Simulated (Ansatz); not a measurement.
## Σ3 (112) boundary in fcc Al with H (interstitial): structure and resistance

Aim: the relaxed structure and the specific resistance of the Σ3 (112) boundary in fcc Al with H (interstitial).

Program: Ansatz 0.2.0. Level of theory: Ansatz plane-wave DFT, PBE, PAW files; relaxation of a bicrystal slab with its lowest layers held; PAW set soft_1, in the first sound run; inputs show where later runs differ. Results are calculated unless marked as measured.

**1. The structure**

The cell holds 24 atoms: 23 Al and 1 H. Its edges and angles: a = 2.862 Å, b = 7.011 Å, c = 30.005 Å, α = 90.0°, β = 90.0°, γ = 90.0°. It derives from Al. built on the (1 1 2) plane; 2 overlapping atoms removed and the grains opened by 0 Å. Vacuum lies along c.

**2. Relaxing the bicrystal**

The boundary is built by mirroring the lower grain in the boundary plane and removing any atoms that overlap; then the H is put in at the boundary. A thin bicrystal slab is relaxed first, with the lowest layers held and the upper grain free to shift and open.

File input.yaml:

```yaml
crystal:
  lattice:
    - [2.862347037, 0.0, 0.0]
    - [0.0, 7.0112897075, 0.0]
    - [0.0, 0.0, 30.0046335726]
  atoms:
    - { symbol: Al, position: [0.0, 0.3333333334, 0.1666409286] }
    - { symbol: Al, position: [0.5, 0.0, 0.1941796224] }
    - { symbol: Al, position: [0.0, 0.6666666667, 0.2217183161] }
    - { symbol: Al, position: [0.5, 0.3333333334, 0.2492570099] }
    - { symbol: Al, position: [1.0, 0.0, 0.2767957037] }
    - { symbol: Al, position: [0.5, 0.6666666667, 0.3043343975] }
    - { symbol: Al, position: [0.0, 0.3333333334, 0.3318730913] }
    - { symbol: Al, position: [0.5, 0.0, 0.3594117851] }
    - { symbol: Al, position: [0.0, 0.6666666667, 0.3869504789] }
    - { symbol: Al, position: [0.5, 0.3333333333, 0.4144891727] }
    - { symbol: Al, position: [0.0, 0.0, 0.4420278665] }
    - { symbol: H, position: [0.0, 0.3333333333, 0.4753560522] }
    - { symbol: Al, position: [0.0, 0.6666666667, 0.497105254] }
    - { symbol: Al, position: [0.5, 0.0, 0.5246439478] }
    - { symbol: Al, position: [0.0, 0.3333333334, 0.5521826416] }
    - { symbol: Al, position: [0.5, 0.6666666667, 0.5797213354] }
    - { symbol: Al, position: [1.0, 0.0, 0.6072600292] }
    - { symbol: Al, position: [0.5, 0.3333333334, 0.634798723] }
    - { symbol: Al, position: [0.0, 0.6666666667, 0.6623374168] }
    - { symbol: Al, position: [0.5, 0.0, 0.6898761106] }
    - { symbol: Al, position: [0.0, 0.3333333334, 0.7174148043] }
    - { symbol: Al, position: [0.5, 0.6666666667, 0.7449534981] }
    - { symbol: Al, position: [1.0, 1.0e-10, 0.7724921919] }
    - { symbol: Al, position: [0.5, 0.3333333334, 0.8000308857] }
kpoints:
  mp_grid: { grid: [8, 4, 1] }
hamiltonian:
  xc: pbe
  pseudopotentials: { kind: paw, azcp: { folder: soft_1 } }
scf:
  occupations: { method: fermi_dirac, width: 0.1 }
relax:
  f_tol: 0.03
  max_steps: 80
  constraints: [{ sites: [0, 1, 2, 3] }]
```

Command:

```console
$ ansatz run input.yaml --threads 4 --pin off --max-ram 15360MiB --backend cpu --events-out ev --progress --plain --runs-dir out
```

Numbers of over 12 decimals in the logs are rounded to 6 here.

The log of the run:

```text
Engine: ansatz 0.2.0, x86_64-unknown-linux-gnu
Pseudopotentials: kind: paw
Pseudopotential: Al, paw, valence charge 3, recommended cutoff 420 eV (normal), soft_1/Al.paw.azcp
Pseudopotential: H, paw, valence charge 1, recommended cutoff 420 eV (normal), soft_1/H.paw.azcp
Functional definition: PBE
  parameter kappa = 0.804
  parameter beta = 0.066725
  exchange = pbe_x(kappa = kappa, mu = beta*pi^2/3)
  correlation = pbe_c(beta = beta)
Crystal: 24 atoms, lattice volume = 602.155 Å³
Basis set: ecut = 420 eV, 11819 PW (Γ), exchange–correlation on 40×96×432 points (8 copies of the dense FFT grid, shifted against one another)
Bands: 59, of which v1, the nominal top of the filled ones, is band 35 counted from 1 (34 counted from 0)
Symmetry: 2 space group operations
Space group: Pm (ITA 6), of the structure as read, at distance tolerance 8.4e-5 Å
k-points: 15 of 32 (time reversal used)
Non-local potential: Al, projectors of the file, l = 0: 2, l = 1: 2, l = 2: 1
Non-local potential: H, projectors of the file, l = 0: 2, l = 1: 1
PAW form: soft (Blöchl's): semilocal exchange-correlation on the pseudo side does not see the compensation charge
PAW one-centre angular grid: Al, 110 points (default); XC on 64 Gauss nodes
PAW one-centre angular grid: H, 110 points (default); XC on 64 Gauss nodes
Initial wavefunctions: pseudopotential atomic-orbital guess
Functional: x = pbe(κ = 0.804, μ = 0.219515), c = pbe(β = 0.066725)
SCF iter   1: F=—  HF=-12377.287259 eV  |F-HF|=—  |Δ(HF+E_count)|=         —  Δρ=2.18e-2  dr2=2.61e1  ethr=3.10e-3  ⟨swp⟩=10.4  Hψ=5388  notcnv=0  defer=17
preconditioner: auto → LDOS  [metal: Δε(μ)=0.057 eV  Ē_g=6.660 eV  σ=0.100 eV  W_gap=0.14  n_scr=66 (ndim 8)  ℏωp=12.7 eV  f_vac=0.238  D(μ)=8.31/eV (n_scr^D=40)  β→1.0]
SCF iter   2: F=—  HF=-12375.218919 eV  |F-HF|=—  |Δ(HF+E_count)|=    2.07e0  Δρ=9.94e-3  dr2=7.80e0  ethr=3.10e-3  ⟨swp⟩=6.7  Hψ=2813  notcnv=0  defer=70
SCF iter   3: F=—  HF=-12374.754365 eV  |F-HF|=—  |Δ(HF+E_count)|=   4.65e-1  Δρ=2.14e-3  dr2=1.17e-1  ethr=3.10e-3  ⟨swp⟩=5.8  Hψ=2112  notcnv=0  defer=52
SCF iter   4: F=—  HF=-12374.742202 eV  |F-HF|=—  |Δ(HF+E_count)|=   1.22e-2  Δρ=5.24e-4  dr2=8.22e-3  ethr=1.67e-4  ⟨swp⟩=2.9  Hψ=1678  notcnv=0  defer=61
SCF iter   5: F=—  HF=-12374.742024 eV  |F-HF|=—  |Δ(HF+E_count)|=   1.79e-4  Δρ=1.41e-4  dr2=1.08e-3  ethr=1.17e-5  ⟨swp⟩=2.1  Hψ=1165  notcnv=0  defer=61
SCF iter   6: F=-12374.742036 eV  HF=-12374.742041 eV  |F-HF|=5.67e-6  |Δ(HF+E_count)|=   1.77e-5  Δρ=2.28e-5  dr2=1.15e-5  ethr=3.21e-8  ⟨swp⟩=4.6  Hψ=3561  notcnv=0
SCF 1 converged in 6 iterations: F = -12374.742036 eV  dr2 = 1.15e-5
  greatest PAW one-centre occupation: 0.490 electrons in one spin orbital (limit 2), on the Al atom at site 23 (counted from 0), in its partial waves of l = 0
relax step   1: F+E_penalty+E_count = -12374.74203566 eV  Δ(F+E_penalty+E_count) = +0.000e0 eV  max|allowed force component| = 5.596e-1 eV/Å  Δτ_max = 0.0000 Å  (6 SCF iters, dr2 threshold 2.25e-5 eV, accepted)
Initial density: handed on by an earlier stage of this run
Initial wavefunctions: those handed on with the density
iter 1 solved again at ethr=5.37e-4 eV; its pass at ethr=3.10e-3 eV (dr2=3.76e-1 eV) is discarded
SCF iter   1: F=—  HF=-12375.118534 eV  |F-HF|=—  |Δ(HF+E_count)|=         —  Δρ=3.47e-3  dr2=5.31e-1  ethr=5.37e-4  ⟨swp⟩=1.7  Hψ=3684  notcnv=0  defer=55
eigensolver tolerance schedule calibrated: the retry pair's looser diagonalisation under-reported the residual by θ = 0.29 (0.38/decade); ethr = c·dr2/N_el runs at the constant in force after the calibration composes with the one it found (an armed cap, an earlier calibration), c = 6.8e-3
preconditioner: auto → LDOS  [metal: Δε(μ)=0.063 eV  Ē_g=6.526 eV  σ=0.100 eV  W_gap=0.16  n_scr=66 (ndim 8)  ℏωp=12.7 eV  f_vac=0.253  D(μ)=8.84/eV (n_scr^D=40)  β→1.0]
SCF iter   2: F=—  HF=-12375.064201 eV  |F-HF|=—  |Δ(HF+E_count)|=   5.43e-2  Δρ=1.49e-3  dr2=4.99e-2  ethr=5.17e-5  ⟨swp⟩=3.1  Hψ=2111  notcnv=0  defer=55
SCF iter   3: F=—  HF=-12375.058049 eV  |F-HF|=—  |Δ(HF+E_count)|=   6.15e-3  Δρ=3.21e-4  dr2=3.56e-3  ethr=4.86e-6  ⟨swp⟩=3.4  Hψ=1842  notcnv=0  defer=59
SCF iter   4: F=—  HF=-12375.057471 eV  |F-HF|=—  |Δ(HF+E_count)|=   5.78e-4  Δρ=6.67e-5  dr2=1.22e-4  ethr=3.46e-7  ⟨swp⟩=3.3  Hψ=1741  notcnv=0  defer=59
SCF iter   5: F=-12375.057466 eV  HF=-12375.057466 eV  |F-HF|=7.93e-8  |Δ(HF+E_count)|=   5.34e-6  Δρ=1.61e-5  dr2=1.89e-6  ethr=1.91e-9  ⟨swp⟩=2.9  Hψ=3378  notcnv=0
SCF 2 converged in 5 iterations: F = -12375.057466 eV  dr2 = 1.89e-6
  greatest PAW one-centre occupation: 0.489 electrons in one spin orbital (limit 2), on the Al atom at site 0 (counted from 0), in its partial waves of l = 0
relax step   2: F+E_penalty+E_count = -12375.05746571 eV  Δ(F+E_penalty+E_count) = -3.154e-1 eV  max|allowed force component| = 2.776e-1 eV/Å  Δτ_max = 0.1947 Å  (5 SCF iters, dr2 threshold 1.96e-5 eV, accepted)
iter 1 solved again at ethr=2.50e-4 eV; its pass at ethr=3.10e-3 eV (dr2=1.75e-1 eV) is discarded
SCF iter   1: F=—  HF=-12375.212532 eV  |F-HF|=—  |Δ(HF+E_count)|=         —  Δρ=3.50e-3  dr2=2.54e-1  ethr=2.50e-4  ⟨swp⟩=1.6  Hψ=3445  notcnv=0  defer=63
eigensolver tolerance schedule calibrated: the retry pair's looser diagonalisation under-reported the residual by θ = 0.31 (0.28/decade); ethr = c·dr2/N_el runs at the constant in force after the calibration composes with the one it found (an armed cap, an earlier calibration), c = 1.2e-2
preconditioner: auto → LDOS  [metal: Δε(μ)=0.056 eV  Ē_g=6.541 eV  σ=0.100 eV  W_gap=0.14  n_scr=66 (ndim 8)  ℏωp=12.7 eV  f_vac=0.255  D(μ)=8.81/eV (n_scr^D=40)  β→1.0]
SCF iter   2: F=—  HF=-12375.182645 eV  |F-HF|=—  |Δ(HF+E_count)|=   2.99e-2  Δρ=9.34e-4  dr2=1.66e-2  ethr=4.47e-5  ⟨swp⟩=2.9  Hψ=1724  notcnv=0  defer=63
SCF iter   3: F=—  HF=-12375.180932 eV  |F-HF|=—  |Δ(HF+E_count)|=   1.71e-3  Δρ=2.44e-4  dr2=1.79e-3  ethr=2.93e-6  ⟨swp⟩=2.5  Hψ=1566  notcnv=0  defer=63
SCF iter   4: F=—  HF=-12375.180575 eV  |F-HF|=—  |Δ(HF+E_count)|=   3.57e-4  Δρ=5.31e-5  dr2=6.36e-5  ethr=3.15e-7  ⟨swp⟩=3.1  Hψ=1682  notcnv=0  defer=63
SCF iter   5: F=-12375.180567 eV  HF=-12375.180568 eV  |F-HF|=1.13e-6  |Δ(HF+E_count)|=   6.21e-6  Δρ=1.26e-5  dr2=2.23e-6  ethr=8.49e-10  ⟨swp⟩=5.3  Hψ=3046  notcnv=0
SCF 3 converged in 5 iterations: F = -12375.180567 eV  dr2 = 2.23e-6
relax step   3: F+E_penalty+E_count = -12375.18056735 eV  Δ(F+E_penalty+E_count) = -1.231e-1 eV  max|allowed force component| = 1.874e-1 eV/Å  Δτ_max = 0.1907 Å  (5 SCF iters, dr2 threshold 4.82e-6 eV, accepted)
[...]
relax step   4: F+E_penalty+E_count = -12375.27080614 eV  Δ(F+E_penalty+E_count) = -9.024e-2 eV  max|allowed force component| = 3.297e-1 eV/Å  Δτ_max = 0.1921 Å  (5 SCF iters, dr2 threshold 8.65e-6 eV, accepted)
[...]
relax step   5: F+E_penalty+E_count = -12375.31930909 eV  Δ(F+E_penalty+E_count) = -4.850e-2 eV  max|allowed force component| = 2.636e-1 eV/Å  Δτ_max = 0.1947 Å  (4 SCF iters, dr2 threshold 4.96e-5 eV, accepted)
[...]
relax step   6: F+E_penalty+E_count = -12375.33807182 eV  Δ(F+E_penalty+E_count) = -1.876e-2 eV  max|allowed force component| = 9.099e-2 eV/Å  Δτ_max = 0.1531 Å  (4 SCF iters, dr2 threshold 4.44e-5 eV, accepted)
[...]
relax step   7: F+E_penalty+E_count = -12375.34131396 eV  Δ(F+E_penalty+E_count) = -3.242e-3 eV  max|allowed force component| = 6.398e-2 eV/Å  Δτ_max = 0.0797 Å  (5 SCF iters, dr2 threshold 9.87e-7 eV, accepted)
SCF iter   1: F=—  HF=-12375.345587 eV  |F-HF|=—  |Δ(HF+E_count)|=         —  Δρ=7.57e-4  dr2=1.09e-2  ethr=2.60e-4  ⟨swp⟩=2.9  Hψ=2055  notcnv=0  defer=61
preconditioner: auto → LDOS  [metal: Δε(μ)=0.025 eV  Ē_g=6.615 eV  σ=0.100 eV  W_gap=0.06  n_scr=66 (ndim 8)  ℏωp=12.7 eV  f_vac=0.268  D(μ)=8.15/eV (n_scr^D=40)  β→1.0]
SCF iter   2: F=—  HF=-12375.344336 eV  |F-HF|=—  |Δ(HF+E_count)|=   1.25e-3  Δρ=1.40e-4  dr2=7.94e-4  ethr=1.56e-5  ⟨swp⟩=2.4  Hψ=1395  notcnv=0  defer=61
SCF iter   3: F=—  HF=-12375.344297 eV  |F-HF|=—  |Δ(HF+E_count)|=   3.93e-5  Δρ=2.93e-5  dr2=2.25e-5  ethr=1.13e-6  ⟨swp⟩=2.1  Hψ=1300  notcnv=0  defer=61
SCF iter   4: F=—  HF=-12375.344283 eV  |F-HF|=—  |Δ(HF+E_count)|=   1.44e-5  Δρ=9.26e-6  dr2=1.51e-6  ethr=3.21e-8  ⟨swp⟩=2.1  Hψ=1415  notcnv=0  defer=61
SCF iter   5: F=-12375.344283 eV  HF=-12375.344283 eV  |F-HF|=8.34e-9  |Δ(HF+E_count)|=   3.49e-9  Δρ=2.11e-6  dr2=3.42e-8  ethr=1.43e-10  ⟨swp⟩=3.7  Hψ=3755  notcnv=0
SCF 8 converged in 5 iterations: F = -12375.344283 eV  dr2 = 3.42e-8
relax step   8: F+E_penalty+E_count = -12375.34428268 eV  Δ(F+E_penalty+E_count) = -2.969e-3 eV  max|allowed force component| = 1.072e-2 eV/Å  Δτ_max = 0.0328 Å  (5 SCF iters, accepted)
SCF converged after 5 iterations
Free energy (F): -12375.344283 eV
Harris-Foulkes:  -12375.344283 eV  (|F-HF|=8.34e-9)
Internal energy: -12375.064711 eV  (E = F + TS)
E sigma→0 (E₀):  -12375.204497 eV
Entropy (-TS):   -0.279572 eV (-11.649 meV/atom)
Fermi energy:    3.565151 eV
--- Per-component energies (eV) ---
  E_band       = -49.685918
  E_kinetic    = 516.543155
  E_local      = -13173.836688  (includes V_loc(G=0)·N_el)
  E_nonlocal   = 232.118516
  E_hartree    = 6563.543640
  E_xc         = -867.017932
  E_vxc        = -670.698682  (∫ρ·V_xc dr)
  E_paw        = -10796.556967  (= ΣΔE_a)
  E_vpaw       = -80.907520  (= ΣTr[D̂ρ^β])
  E_aug_tail   = -0.000941  (compensation charges beyond the density's cutoff)
  E_ewald      = 5150.142506
  E_smearing   = -0.279572  (= −TS)
  E_closure    = -0.000000  (closes the sum)
  Σ components = -12375.344283   (vs F -12375.344283, Δ=0.00e0)
--- Forces (eV/Å), atoms counted from 1 ---
  atom   1  Al     0.00000000    -0.02091899     0.14748689
  atom   2  Al    -0.00000000     0.05577442     0.05476152
  atom   3  Al    -0.00000000     0.03788939    -0.26083932
  atom   4  Al     0.00000000    -0.04466093     0.05475790
  atom   5  Al     0.00000000     0.00490813     0.00249450
  atom   6  Al    -0.00000000    -0.00432206    -0.00059544
  atom   7  Al     0.00000000     0.00107017     0.00125402
  atom   8  Al    -0.00000000    -0.00680396     0.00702158
  atom   9  Al     0.00000000     0.00316345    -0.00373859
  atom  10  Al     0.00000000    -0.00230439    -0.00374437
  atom  11  Al     0.00000000     0.00045345    -0.00155104
  atom  12  H      0.00000000     0.00283331     0.00313464
  atom  13  Al     0.00000000    -0.00782332     0.00023374
  atom  14  Al     0.00000000    -0.00750992    -0.00089728
  atom  15  Al     0.00000000     0.00496176    -0.00033830
  atom  16  Al    -0.00000000    -0.00281425    -0.00179367
  atom  17  Al    -0.00000000    -0.00242620     0.00430418
  atom  18  Al     0.00000000     0.00148928    -0.00309031
  atom  19  Al    -0.00000000     0.00211923    -0.00066577
  atom  20  Al    -0.00000000    -0.00851103    -0.00106279
  atom  21  Al     0.00000000    -0.00161908     0.00152130
  atom  22  Al    -0.00000000    -0.00064706     0.00004659
  atom  23  Al    -0.00000000     0.00642232     0.00110648
  atom  24  Al     0.00000000    -0.01071920     0.00017314
  max |Σ_I F_I| component: 2.04e-5 eV/Å
--- Relaxed structure (8 steps of the walk, 8 accepted, 0 SCFs on fresh bases) ---
  F+E_penalty+E_count = -12375.34428268 eV   max|allowed force component| = 1.072e-2 eV/Å
  atoms:
    - { symbol: Al, position: [0.0, 0.3333333334, 0.1666409286] }
    - { symbol: Al, position: [0.500000, 0.0, 0.194180] }
    - { symbol: Al, position: [0.0, 0.666667, 0.221718] }
    - { symbol: Al, position: [0.500000, 0.3333333334, 0.249257] }
    - { symbol: Al, position: [1.000000, -0.000177913, 0.276465] }
    - { symbol: Al, position: [0.500000, 0.664271, 0.304380] }
    - { symbol: Al, position: [-1.4552774397714304e-19, 0.332798, 0.330780] }
    - { symbol: Al, position: [0.500000, -0.00106443, 0.357114] }
    - { symbol: Al, position: [1.1116975937736552e-18, 0.670755, 0.388144] }
    - { symbol: Al, position: [0.500000, 0.341675, 0.414987] }
    - { symbol: Al, position: [2.822154408360975e-18, 0.010378, 0.437109] }
    - { symbol: H, position: [1.510113054682973e-17, 0.388863, 0.478853] }
    - { symbol: Al, position: [-4.747810851162498e-18, 0.649208, 0.480815] }
    - { symbol: Al, position: [0.500000, -0.021597, 0.515000] }
    - { symbol: Al, position: [-6.65671843288259e-18, 0.308855, 0.537204] }
    - { symbol: Al, position: [0.500000, 0.638566, 0.564945] }
    - { symbol: Al, position: [1.000000, -0.029370, 0.594974] }
    - { symbol: Al, position: [0.500000, 0.306430, 0.621138] }
    - { symbol: Al, position: [-7.407954443741187e-18, 0.639426, 0.649902] }
    - { symbol: Al, position: [0.500000, -0.026186, 0.675802] }
    - { symbol: Al, position: [-7.081706995806655e-18, 0.307293, 0.701571] }
    - { symbol: Al, position: [0.500000, 0.644009, 0.734716] }
    - { symbol: Al, position: [1.000000, -0.021883, 0.757065] }
    - { symbol: Al, position: [0.500000, 0.306384, 0.783181] }
```

The job ended after 47 s (4 threads of Intel Xeon 6975P-C (Granite Rapids), shared host; peak memory 1.3 GiB).

Relaxation path:

```csv
step,energy less that of the first step (eV),largest force component (eV/Å)
1,0.0000,0.5596
2,-0.3154,0.2776
3,-0.4385,0.1874
4,-0.5288,0.3297
5,-0.5773,0.2636
6,-0.5960,0.0910
7,-0.5993,0.0640
8,-0.6022,0.0107
```

Forces are held to the 2 operations that the run works with; a distortion that breaks them can't arise in this run.

The atoms that moved most (Å):

| atom | dx | dy | dz | length |
| --- | --- | --- | --- | --- |
| Al24 | 0.000 | -0.189 | -0.506 | 0.540 |
| Al21 | 0.000 | -0.183 | -0.475 | 0.509 |
| Al13 | 0.000 | -0.122 | -0.489 | 0.504 |
| Al23 | 0.000 | -0.153 | -0.463 | 0.488 |
| Al16 | 0.000 | -0.197 | -0.443 | 0.485 |
| Al15 | 0.000 | -0.172 | -0.449 | 0.481 |
| Al20 | 0.000 | -0.184 | -0.422 | 0.460 |
| Al18 | 0.000 | -0.189 | -0.410 | 0.451 |

The relaxed structure:

```cif
data_structure
_symmetry_space_group_name_H-M 'P 1'
_symmetry_Int_Tables_number 1
_cell_length_a 2.8623
_cell_length_b 7.0113
_cell_length_c 30.0046
_cell_angle_alpha 90.000
_cell_angle_beta 90.000
_cell_angle_gamma 90.000
_cell_volume 602.16
loop_
_atom_site_label
_atom_site_type_symbol
_atom_site_fract_x
_atom_site_fract_y
_atom_site_fract_z
_atom_site_occupancy
Al1 Al 0.00000 0.33333 0.16664 1
Al2 Al 0.50000 0.00000 0.19418 1
Al3 Al 0.00000 0.66667 0.22172 1
Al4 Al 0.50000 0.33333 0.24926 1
Al5 Al 0.00000 0.99982 0.27646 1
Al6 Al 0.50000 0.66427 0.30438 1
Al7 Al 0.00000 0.33280 0.33078 1
Al8 Al 0.50000 0.99894 0.35711 1
Al9 Al 0.00000 0.67075 0.38814 1
Al10 Al 0.50000 0.34168 0.41499 1
Al11 Al 0.00000 0.01038 0.43711 1
H12 H 0.00000 0.38886 0.47885 1
Al13 Al 0.00000 0.64921 0.48081 1
Al14 Al 0.50000 0.97840 0.51500 1
Al15 Al 0.00000 0.30886 0.53720 1
Al16 Al 0.50000 0.63857 0.56495 1
Al17 Al 0.00000 0.97063 0.59497 1
Al18 Al 0.50000 0.30643 0.62114 1
Al19 Al 0.00000 0.63943 0.64990 1
Al20 Al 0.50000 0.97381 0.67580 1
Al21 Al 0.00000 0.30729 0.70157 1
Al22 Al 0.50000 0.64401 0.73472 1
Al23 Al 0.00000 0.97812 0.75706 1
Al24 Al 0.50000 0.30638 0.78318 1
```

This step gave:

```yaml
free_energy: -12375.3443 eV
energy_at_zero_smearing: -12375.2045 eV
fermi_energy: 3.565 eV
```

The largest force component on a free atom ends at 0.011 eV/Å, under the tolerance of 0.03, after 8 steps.

(Continued in part 2 of 2.)

[Logs are printed without paths, hosts, clocks, repeated set-up lines and the standing remarks that a program may print on its own settings, such as how far it seeks lower states.]

[Hosts, paths, dates, database ids (printed as entryN), source tags and the programs' standing remarks are cut or masked in the printed files.]
